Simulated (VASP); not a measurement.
# As (P-1) in VASP: single point with PBE

Aim: the single point of As with PBE.

All numbers are computed with VASP 6.6.1; they aren't measurements. Logs are shortened: lines on timing, memory, paths and dates and some standing lists are left out, and cuts for length are marked.

## Step 1: The cell of the first run

The typed cell holds 2 atoms: a = 4.167 Å, b = 4.083 Å, c = 4.070 Å, α = 54.41°, β = 54.82°, γ = 54.21°.

## Step 2: Single point, PBE (equal xy, yz and zx shear strains of +2 %)

The input, INCAR:

```
  PREC = Accurate
  ENCUT = 520
  EDIFF = 1E-6
  ISMEAR = -1
  SIGMA = 0.03
  LREAL = F
  LASPH = T
  NELM = 100
  ALGO = Fast
  ISIF = 2
  LWAVE = F
  LCHARG = F
  GGA = PE
  NBANDS = 12
```

The input, KPOINTS:

```
Automatic mesh
0
Gamma
  11 11 11
```

The input, POSCAR:

```
As
1.0
    1.9254598960      1.1389290499      3.5154202331
   -1.8340390190      1.1013340607      3.4778252440
    0.0131522229     -2.1356900106      3.4640645229
As
2
Direct
    0.2275400000      0.2275400000      0.2275400000
    0.7724600000      0.7724600000      0.7724600000
```

Potentials or basis: VASP PAW PBE potentials, release 64 (As).

On the command line:

```
$ cat potpaw_PBE.64/As/POTCAR > POTCAR
$ mpirun -np 1 vasp_std > vasp.out
```

OUTCAR:

```text
PREC = Accurate
   ENCUT = 520
   EDIFF = 1E-6
   ISMEAR = -1
   LREAL = F
   LASPH = T
   NELM = 100
   ISIF = 2
   GGA = PE

 ion  position               nearest neighbor table
   1  0.228  0.228  0.228-   2 2.50   2 2.51   2 2.54
   2  0.772  0.772  0.772-   1 2.50   1 2.51   1 2.54

  LATTYP: Found a triclinic cell.
 ALAT       =     4.0695316464
 B/A-ratio  =     1.3570573129
 C/A-ratio  =     0.9158335235
 COS(alpha) =     0.0032846116
 COS(beta)  =     0.4542636007
 COS(gamma) =     0.7324663558

  Lattice vectors:

 A1 = (   0.0131522229,  -2.1356900106,   3.4640645229)
 A2 = (  -3.7463466921,  -2.1732849998,   3.4264695338)
 A3 = (   1.8471912419,  -3.2370240713,  -0.0137607211)

Analysis of symmetry for initial positions (statically):
=====================================================================
 Subroutine PRICEL returns:
 Original cell was already a primitive cell.

 Routine SETGRP: Setting up the symmetry group for a
 triclinic supercell.

 Subroutine GETGRP returns: Found  2 space group operations
 (whereof  2 operations were pure point group operations)
 out of a pool of  2 trial point group operations.

The static configuration has the point symmetry S_2 .

Analysis of symmetry for dynamics (positions and initial velocities):
=====================================================================
 Subroutine PRICEL returns:
 Original cell was already a primitive cell.

 Routine SETGRP: Setting up the symmetry group for a
 triclinic supercell.

 Subroutine GETGRP returns: Found  2 space group operations
 (whereof  2 operations were pure point group operations)
 out of a pool of  2 trial point group operations.

The dynamic configuration has the point symmetry S_2 .

 Subroutine INISYM returns: Found  2 space group operations
 (whereof  2 operations are pure point group operations),
 and found     1 'primitive' translations

----------------------------------------------------------------------------------------

                                     Primitive cell

  volume of cell :      42.6540

  direct lattice vectors                    reciprocal lattice vectors
     1.925459896  1.138929050  3.515420233     0.263577782  0.150020383  0.091490905
    -1.834039019  1.101334061  3.477825244    -0.268513372  0.155288612  0.096759134
     0.013152223 -2.135690011  3.464064523     0.002094625 -0.308149960  0.098687440

  length of vectors
     4.166861482  4.083124326  4.069531646     0.316780599  0.324925090  0.323573787

  position of ions in fractional coordinates (direct lattice)
     0.227540000  0.227540000  0.227540000
     0.772460000  0.772460000  0.772460000

  ion indices of the primitive-cell ions
   primitive index   ion index
                 1           1
                 2           2

----------------------------------------------------------------------------------------

 KPOINTS: Automatic mesh

Automatic generation of k-mesh.
 Grid dimensions read from file:
 generate k-points for:   11   11   11

 Generating k-lattice:

  Cartesian coordinates                     Fractional coordinates (reciprocal lattice)
     0.023961617  0.013638217  0.008317355     0.090909091 -0.000000000  0.000000000
    -0.024410307  0.014117147  0.008796285     0.000000000  0.090909091  0.000000000
     0.000190420 -0.028013633  0.008971585     0.000000000 -0.000000000  0.090909091

  Length of vectors
     0.028798236  0.029538645  0.029415799

  Shift w.r.t. Gamma in fractional coordinates (k-lattice)
     0.000000000  0.000000000  0.000000000

 Subroutine IBZKPT returns following result:
 ===========================================

 Found    666 irreducible k-points:

 Following reciprocal coordinates:
            Coordinates               Weight
  0.000000  0.000000  0.000000      1.000000
  0.090909 -0.000000  0.000000      2.000000
  0.181818 -0.000000  0.000000      2.000000
  0.272727 -0.000000  0.000000      2.000000
  0.363636 -0.000000  0.000000      2.000000
  0.454545 -0.000000  0.000000      2.000000
[... 16 lines left out ...]
  0.454545  0.181818  0.000000      2.000000
 -0.454545  0.181818 -0.000000      2.000000
 [... further k-points ...]
   k-points           NKPTS =    666   k-points in BZ     NKDIM =    666   number of bands    NBANDS=     12
   number of dos      NEDOS =    301   number of ions     NIONS =      2
   total plane-waves  NPLWV =  28800
   dimension x,y,z NGX =    32 NGY =   30 NGZ =   30
   dimension x,y,z NGXF=    64 NGYF=   60 NGZF=   60
   ions per type =               2
   NGX,Y,Z   is equivalent  to a cutoff of  12.77, 12.21, 12.26 a.u.
   NGXF,Y,Z  is equivalent  to a cutoff of  25.53, 24.43, 24.51 a.u.
 SYSTEM =  unknown system
   PREC   = accura    normal or accurate (medium, high low for compatibility)
   ISTART =      0    job   : 0-new  1-cont  2-samecut
   ICHARG =      2    charge: 1-file 2-atom 10-const
   ISPIN  =      1    spin polarized calculation?
   LNONCOLLINEAR =      F non collinear calculations
   LSORBIT =      F    spin-orbit coupling
   LASPH  =      T    aspherical Exc in radial PAW
   ENCUT  =  520.0 eV  38.22 Ry    6.18 a.u.   7.75  7.59  7.57*2*pi/ulx,y,z
   NELM   =    100;   NELMIN=  2; NELMDL= -5     # of ELM steps
   EDIFF  = 0.1E-05   stopping-criterion for ELM
   LREAL  =      F    real-space projection
   EDIFFG = 0.1E-04   stopping-criterion for IOM
   NSW    =      0    number of steps for IOM
   IBRION =     -1    ionic relax: 0-MD 1-quasi-New 2-CG
   NFREE  =      0    steps in history (QN), initial steepest desc. (CG)
   ISIF   =      2    stress and relaxation
   ISYM   =      2    0-nonsym 1-usesym 2-fastsym
   POTIM  = 0.5000    time-step for ionic-motion
   TEBEG  =    0.0;   TEEND  =   0.0 temperature during run
   PSTRESS=    0.0 pullay stress
   NELECT =      10.0000    total number of electrons
   NUPDOWN=      -1.0000    fix difference up-down
   EMIN   =  10.00;   EMAX   =-10.00  energy-range for DOS
   EFERMI =   0.00;   METHOD = LEGACY
   ISMEAR =    -1;   SIGMA  =   0.03  broadening in eV -4-tet -1-fermi 0-gaus
   EFERMI_NEDOS =   21; number of points for ismear=-14 and -15
   IALGO  =     68    algorithm
   IMIX   =      4    mixing-type and parameters
     AMIX     =   0.40;   BMIX     =  1.00
     AMIX_MAG =   1.60;   BMIX_MAG =  1.00
  volume/ion in A,a.u.               =      21.33       143.92
  Fermi-wavevector in a.u.,A,eV,Ry     =   1.009458  1.907599 13.864408  1.019005
  Thomas-Fermi vector in A             =   2.142387
   LORBIT       =      0    0 simple, 1 ext, 2 COOP (PROOUT), +10 PAW based schemes
   GGA     = PE    functional components
   LHFCALC =     F    Hartree Fock is set to
   AEXX    =    0.0000 exact exchange contribution
   IVDW    =     0    specifies the selected vdW correction
   LEPSILON=     F    determine dielectric tensor
   LRPA    =     F    only Hartree local field effects (RPA)
 non-spin polarized calculation
 RMM-DIIS sequential band-by-band and
  energy-cutoff  :      520.00
  volume of cell :       42.65
 maximum number of plane-waves:      1162
   NGX = 15   NGY = 15   NGZ = 15

 number of electron      10.0000000 magnetization

 Free energy of the ion-electron system (eV)
  ---------------------------------------------------
  ext. energy  EPLUGINS =         0.00000000
  ---------------------------------------------------
  free energy    TOTEN  =        -9.31276472 eV

  energy without entropy =       -9.31242125  energy(sigma->0) =       -9.31259299

 E-fermi :   5.6343     XC(G=0): -10.0161

 val. band max:        5.6282105193   @ k =   0.4545   0.3636   0.3636
 cond. band min:       5.6872468368   @ k =   0.0909   0.0909   0.4545
 fundamental gap:      0.0590363175
 Fermi energy:         5.6342898075

 k-point     1 :       0.0000    0.0000    0.0000
  band No.  band energies     occupation
      1      -9.5291      2.00000
      2      -0.1952      2.00000
      3       3.0212      2.00000
      4       3.3455      2.00000
      5       3.7579      2.00000
      6       7.3092      0.00000
      7       8.3812      0.00000
      8       8.6754      0.00000
      9      12.2353      0.00000
     10      12.4694      0.00000
     11      12.8099      0.00000
     12      14.0937      0.00000

 k-point     2 :       0.0909   -0.0000    0.0000
  band No.  band energies     occupation
      1      -9.4202      2.00000
      2      -0.6294      2.00000
      3       3.0588      2.00000
      4       3.3701      2.00000
      5       3.6784      2.00000
      6       7.5114      0.00000
      7       8.3008      0.00000
      8       8.4628      0.00000
      9      11.5710      0.00000
     10      12.2883      0.00000
     11      12.3966      0.00000
     12      14.8598      0.00000

 k-point     3 :       0.1818   -0.0000    0.0000
  band No.  band energies     occupation
      1      -9.0957      2.00000
      2      -1.6821      2.00000
      3       2.9354      2.00000
      4       3.4486      2.00000
      5       3.7391      2.00000
      6       7.3765      0.00000
      7       8.0371      0.00000
      8       8.0795      0.00000
      9      11.2028      0.00000
     10      12.0096      0.00000
     11      12.6828      0.00000
     12      16.3626      0.00000
[... 286 lines left out ...]
 k-point    23 :       0.4545    0.1818    0.0000
  band No.  band energies     occupation
      1      -7.3835      2.00000
      2      -4.4377      2.00000
      3       1.1448      2.00000
      4       2.0437      2.00000
      5       3.4561      2.00000
      6       7.9461      0.00000
      7       8.1362      0.00000
      8       8.8445      0.00000
      9      11.5509      0.00000
     10      15.1423      0.00000
     11      15.9704      0.00000
     12      17.4240      0.00000

 k-point    24 :      -0.4545    0.1818   -0.0000
  band No.  band energies     occupation
      1      -6.6047      2.00000
      2      -5.4417      2.00000
      3       0.8997      2.00000
      4       2.3954      2.00000
      5       3.4954      2.00000
      6       7.2522      0.00000
      7       7.6129      0.00000
      8       9.1743      0.00000
      9      13.1237      0.00000
     10      14.2660      0.00000
     11      15.8434      0.00000
     12      16.9488      0.00000

 [... further k-points ...]

------------------------ aborting loop because EDIFF is reached ----------------------------------------

  FORCE on cell =-STRESS in cart. coord.  units (eV):
  Direction    XX          YY          ZZ          XY          YZ          ZX
  --------------------------------------------------------------------------------------
  -------------------------------------------------------------------------------------
  Total        1.3422361      0.9489958      0.8393922     -0.1020041     -0.4170634     -0.2238546
  in kB       50.4173084     35.6463458     31.5293965     -3.8314942    -15.6658069     -8.4084672
  external PRESSURE =      39.1976836 kB  Pullay stress =       0.0000000 kB

 VOLUME and BASIS-vectors are now :
 -----------------------------------------------------------------------------
  energy-cutoff  :      520.00
  volume of cell :       42.65
      direct lattice vectors                 reciprocal lattice vectors
     1.925459896  1.138929050  3.515420233     0.263577782  0.150020383  0.091490905
    -1.834039019  1.101334061  3.477825244    -0.268513372  0.155288612  0.096759134
     0.013152223 -2.135690011  3.464064523     0.002094625 -0.308149960  0.098687440

 POSITION                                       TOTAL-FORCE (eV/Angst)
 -----------------------------------------------------------------------------------
      0.02379      0.02379      2.37946        -0.095964     -0.143365      0.278867
      0.08078      0.08078      8.07785         0.095964      0.143365     -0.278867
 -----------------------------------------------------------------------------------
    total drift:                               -0.000000      0.000000     -0.000000

  FREE ENERGIE OF THE ION-ELECTRON SYSTEM (eV)
  ---------------------------------------------------
  free  energy   TOTEN  =        -9.3127647163 eV

  energy  without entropy=       -9.3124212541  energy(sigma->0) =       -9.31259299
```

Run time: 2.3 min. Hardware: 1 thread of AMD EPYC 9R45 (Zen 5), shared host; peak memory 0.37 GiB.

Results:

```
Free energy            : -9.3128 eV
Pressure               : 3.9 GPa
Largest force          : 0.328 eV/Å
Band gap on the k mesh : none (metal or under the smearing width)
```

Forces on the atoms (eV/Å):
```
As  -0.096 -0.143  0.279
As   0.096  0.143 -0.279
```

Stress tensor (GPa, compression positive):
```
 5.04 -0.38 -0.84
-0.38  3.56 -1.57
-0.84 -1.57  3.15
```

Levels at points of the mesh, in eV from the Fermi level:
```
           k point  band 3  band 4  band 5  band 6  band 7  band 8
(0.00, 0.00, 0.00)   -2.61   -2.29   -1.88    1.67    2.75    3.04
```
